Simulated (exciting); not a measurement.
# Br (I4/mmm) in exciting: reference runs

Aim: a first look at Br with PBEsol, on the cell as given.

All numbers are computed with exciting (release sodium); they aren't measurements. Logs are shortened: lines on timing, memory, paths and dates and some standing lists are left out, and cuts for length are marked.

**1. The structure**

It takes space group I4/mmm (No. 139, tetragonal). Conventional cell: a = 2.847 Å, b = 2.847 Å, c = 7.155 Å, α = 90.00°, β = 90.00°, γ = 90.00°. Around Br (site symmetry 4/mmm) lie 4 Br at 2.85 Å.

**2. Single point, PBEsol**

Contents of input.xml:

```xml
<input>
  <title>Br</title>
  <structure speciespath="./" tshift="false">
    <crystal scale="1">
      <basevect>-2.690009463127 2.690009463127 6.760528035391</basevect>
      <basevect>2.690009463127 -2.690009463127 6.760528035391</basevect>
      <basevect>2.690009463127 2.690009463127 -6.760528035391</basevect>
    </crystal>
    <species speciesfile="Br.xml" rmt="2">
      <atom coord="0.000000000000 0.000000000000 0.000000000000"/>
    </species>
  </structure>
  <groundstate do="fromscratch" ngridk="13 13 13" rgkmax="9" gmaxvr="14" lmaxapw="10" lmaxmat="10" lmaxvr="8" xctype="GGA_PBE_SOL" stype="Fermi Dirac" swidth="0.00183747" nempty="8" ValenceRelativity="iora*" epsengy="1e-05" epspot="1e-05" maxscl="60" tforce="true" outputlevel="normal"/>
  <properties>
    <chargedensityplot>
      <plot3d>
        <box grid="21 21 21">
          <origin coord="0 0 0"/>
          <point coord="1 0 0"/>
          <point coord="0 1 0"/>
          <point coord="0 0 1"/>
        </box>
      </plot3d>
    </chargedensityplot>
    <elfplot>
      <plot3d>
        <box grid="21 21 21">
          <origin coord="0 0 0"/>
          <point coord="1 0 0"/>
          <point coord="0 1 0"/>
          <point coord="0 0 1"/>
        </box>
      </plot3d>
    </elfplot>
    <exccplot>
      <plot3d>
        <box grid="21 21 21">
          <origin coord="0 0 0"/>
          <point coord="1 0 0"/>
          <point coord="0 1 0"/>
          <point coord="0 0 1"/>
        </box>
      </plot3d>
    </exccplot>
  </properties>
</input>
```

Potentials or basis: all-electron LAPW+lo, shipped species files, valence relativity iora*.

On the command line:

```bash
OMP_NUM_THREADS=1 exciting_smp
```

INFO.OUT:

```text
================================================================================
EXCITING SODIUM started
[... 10 lines left out ...]

 Lattice vectors (cartesian) :
     -2.6900094631      2.6900094631      6.7605280354
      2.6900094631     -2.6900094631      6.7605280354
      2.6900094631      2.6900094631     -6.7605280354

 Reciprocal lattice vectors (cartesian) :
     -0.0000000000      1.1678742014      0.4646963428
      1.1678742014     -0.0000000000      0.4646963428
      1.1678742014      1.1678742014      0.0000000000

 Unit cell volume                           :     195.6808044278
 Brillouin zone volume                      :       1.2676267055

 Species :    1 (Br)
     parameters loaded from                 :    Br.xml
     name                                   :    bromine
     nuclear charge                         :     -35.00000000
     electronic charge                      :      35.00000000
     atomic mass                            :  145656.08150000
     muffin-tin radius                      :       2.00000000
     # of radial points in muffin-tin       :     350

     atomic positions (lattice) :
       1 :   0.00000000  0.00000000  0.00000000

 Total number of atoms per unit cell        :       1

 Spin treatment                             :    spin-unpolarised

 Number of Bravais lattice symmetries       :      16
 Number of crystal symmetries               :      16

 k-point grid                               :      13   13   13
 Total number of k-points                   :     196
 k-point set is reduced with crystal symmetries

 R^MT_min * |G+k|_max (rgkmax)              :       9.00000000
 Species with R^MT_min                      :       1 (Br)
 Maximum |G+k| for APW functions            :       4.50000000
 Maximum |G| for potential and density      :      14.00000000

 G-vector grid sizes                        :      36    36    36
 Total number of G-vectors                  :    8979

 Maximum angular momentum used for
     APW functions                          :      10
     computing H and O matrix elements      :      10
     potential and density                  :       8
     inner part of muffin-tin               :       2

 Total nuclear charge                       :     -35.00000000
 Total electronic charge                    :      35.00000000
 Total core charge                          :      18.00000000
 Total valence charge                       :      17.00000000

 Number of empty states                     :       8
 Total number of valence states             :      17

 Maximum Hamiltonian size                   :     327
 Maximum number of plane-waves              :     312
 Total number of local-orbitals             :      15

 Exchange-correlation type                  :      22
[... 23 lines left out ...]
+ SCF iteration number :    1                                                  +
++++++++++++++++++++++++++++++++++++++++++++++++++++++++++++++++++++++++++++++++
 Total energy                               :     -2604.25643170
 _______________________________________________________________
 Fermi energy                               :         0.10682274
 Kinetic energy                             :      2671.18013841
 Coulomb energy                             :     -5184.94111613
 Exchange energy                            :       -88.53032915
 Correlation energy                         :        -1.96512484

 DOS at Fermi energy (states/Ha/cell)       :        15.76688567

 Electron charges :
     core                                   :        18.00000000
     core leakage                           :         0.00038318
     valence                                :        17.00000000
     interstitial                           :         2.94100271
     charge in muffin-tin spheres :
                  atom     1    Br          :        32.05899729
     total charge in muffin-tins            :        32.05899729
     total charge                           :        35.00000000
[... 462 lines left out ...]
 Electron charges :
     core                                   :        18.00000000
     core leakage                           :         0.00038150
     valence                                :        17.00000000
     interstitial                           :         2.92036325
     charge in muffin-tin spheres :
                  atom     1    Br          :        32.07963675
     total charge in muffin-tins            :        32.07963675
     total charge                           :        35.00000000

 RMS change in effective potential (target) :  0.527994E-08  ( 0.100000E-04)
 Absolute change in total energy   (target) :  0.104492E-05  ( 0.100000E-04)
 Charge distance                   (target) :  0.241617E-08  ( 0.100000E-04)
 Abs. change in max-nonIBS-force   (target) :   0.00000      ( 0.500000E-04)

++++++++++++++++++++++++++++++++++++++++++++++++++++++++++++++++++++++++++++++++
| Convergency criteria checked for the last 2 iterations                       +
| Convergence targets achieved. Performing final SCF iteration                 +
++++++++++++++++++++++++++++++++++++++++++++++++++++++++++++++++++++++++++++++++
 Total energy                               :     -2604.92596823
 _______________________________________________________________
 Fermi energy                               :         0.09814191
 Kinetic energy                             :      2670.61741109
 Coulomb energy                             :     -5185.03487391
 Exchange energy                            :       -88.54319448
 Correlation energy                         :        -1.96531094

 DOS at Fermi energy (states/Ha/cell)       :        15.81571284

 Electron charges :
     core                                   :        18.00000000
     core leakage                           :         0.00038150
     valence                                :        17.00000000
     interstitial                           :         2.92036324
     charge in muffin-tin spheres :
                  atom     1    Br          :        32.07963676
     total charge in muffin-tins            :        32.07963676
     total charge                           :        35.00000000

++++++++++++++++++++++++++++++++++++++++++++++++++++++++++++++++++++++++++++++++
+ Self-consistent loop stopped                                                 +
++++++++++++++++++++++++++++++++++++++++++++++++++++++++++++++++++++++++++++++++
 STATE.OUT is written

--------------------------------------------------------------------------------
- Writing atomic positions and forces                                          -
--------------------------------------------------------------------------------

 Atomic positions (lattice) :
 atom     1  Br  :     0.00000000    0.00000000    0.00000000

 Total atomic forces including IBS (cartesian) :
 atom     1  Br  :     0.00000000    0.00000000    0.00000000

 Atomic force components including IBS (cartesian) :
 atom     1  Br  :     0.00000000    0.00000000    0.00000000   HF force
                 :     0.00000000    0.00000000    0.00000000   core correction
                 :     0.00000000    0.00000000    0.00000000   IBS correction

********************************************************************************
[... 7 lines left out ...]
| EXCITING SODIUM stopped                                                      =
================================================================================
```

Wall time 11 min (1 thread of Intel Xeon at 2.50GHz (Skylake/Cascade Lake), shared host); peak memory 0.12 GiB.

Results:

```
Free energy                                       : -70883.6514 eV
Band gap on the k mesh                            : none (metal or under the smearing width)
All electrons inside the program's atomic spheres : Br 32.08 (radii Br 2.0 bohr)
```

Caveat: the log's total energy holds no entropy term; the free energy is that total less TS from the occupations; an odd number of electrons without spin polarisation forces a metal; a magnetic or distorted state may lie lower.
